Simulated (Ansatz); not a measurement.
Crystal: HfN.

```
Hf N
1.0
     2.82503    0.00000    0.00000
     0.00000    2.82503    0.00000
     0.00000    0.00000    2.82503
Hf N
1 1
Cartesian
  1.4125 1.4125 1.4125
  0.0000 0.0000 0.0000
```

The cell was built by a generator and needn't be a form met in nature.

Base run:

* Program: Ansatz 0.2.0
* Functional: LDA
* Potentials or basis: Ansatz PAW
* Cutoff: 420 eV
* Density cutoff: 1680 eV
* k mesh: 9 × 9 × 9
* Occupations: fermi-dirac, width 0.05 eV
* Spin: no spin polarisation
* Hubbard terms: Hf d U = 4 eV

Its results: band gap on the k mesh none (metal or under the smearing width); pressure -8.5 GPa.

Task: After a change of settings the same cell gave: band gap on the k mesh none (metal or under the smearing width); pressure 4.8 GPa. Which change was it?
A. functional from LDA to r2SCAN; cutoff from 420 eV to 500 eV; density cutoff from 1680 eV to 2000 eV
B. functional from LDA to PBE; hubbard terms from Hf d U = 4 eV to none; hubbard projectors from ortho-atomic (the default) to none
C. functional from LDA to r2SCAN; cutoff from 420 eV to 500 eV; density cutoff from 1680 eV to 2000 eV; hubbard terms from Hf d U = 4 eV to none; hubbard projectors from ortho-atomic (the default) to none
D. functional from LDA to RPBE; hubbard terms from Hf d U = 4 eV to none; hubbard projectors from ortho-atomic (the default) to none

Result: D.

Caveats: the PAW data sets come from PBE, with cores solved anew for the run's functional, which leaves a small shift of forces and pressure; U without spin polarisation on a metal has little footing (some runs); the potentials were made for another functional, which shifts forces and pressure (some runs).

Not every run made on this cell is shown here.
